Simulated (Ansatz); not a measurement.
A trial cell of Rh, before relaxation:

```cif
data_structure
_symmetry_space_group_name_H-M 'Fmmm'
_symmetry_Int_Tables_number 69
_cell_length_a 2.7165
_cell_length_b 2.8154
_cell_length_c 4.9311
_cell_angle_alpha 90.000
_cell_angle_beta 90.000
_cell_angle_gamma 90.000
_cell_volume 37.71
loop_
_atom_site_label
_atom_site_type_symbol
_atom_site_symmetry_multiplicity
_atom_site_Wyckoff_symbol
_atom_site_fract_x
_atom_site_fract_y
_atom_site_fract_z
_atom_site_occupancy
Rh1 Rh 4 a 0.00000 0.00000 0.00000 1
```

The calculation used DFT PBE, scalar-relativistic, plane waves, PAW in Ansatz. Cutoff 420 eV, Gaussian smearing, Γ-centred meshes. Cell and atoms relax first on a coarse mesh and then on a finer one. In between, the cell is made exact in the group found at 0.06 Å. In metals the finer mesh still leaves noise of several meV/atom or more. The steps can't lower the symmetry of their start. No spin polarisation in the relaxation; trial moments died out in a coarse test.

A guess keeps its type if space group and coordination stay and the shape of the cell changes little (axis ratios within about 15 %, angles within 6°); the volume may change.

Problem. Will the relaxed cell still be of the starting type?

Solution. It doesn't keep its type. The symmetry goes from Fmmm (No. 69) to Fm-3m (No. 225). The end has the fcc type. The volume per atom grows by 48.9 %, from 9.4 to 14.0 Å³. The shortest distance goes from 1.96 Å (Rh–Rh) to 2.71 Å (Rh–Rh). Counting neighbours within 15 % of an atom's shortest distance, the start has Rh 4 and the end Rh 12. In detail, at the end around Rh lie 12 Rh at 2.71 Å.

```
Rh
1.0
     0.00000    1.91477    1.91477
     1.91477    0.00000    1.91477
     1.91477    1.91477    0.00000
Rh
1
Cartesian
  0.0000 0.0000 0.0000
```

Energies count from the standard state of Rh at the same level.

Problem. At what energy does it end?

Solution. 0.00 eV/atom. It is level with the standard state within the noise.

The last run used a 24×24×24 mesh for its 1-atom cell and Gaussian smearing of 0.10 eV. The k mesh leaves some 4 meV/atom of noise in the energy of each metallic cell. A later test with randomly moved atoms came back to the same energy, though modes that don't fit the test's cell weren't probed.
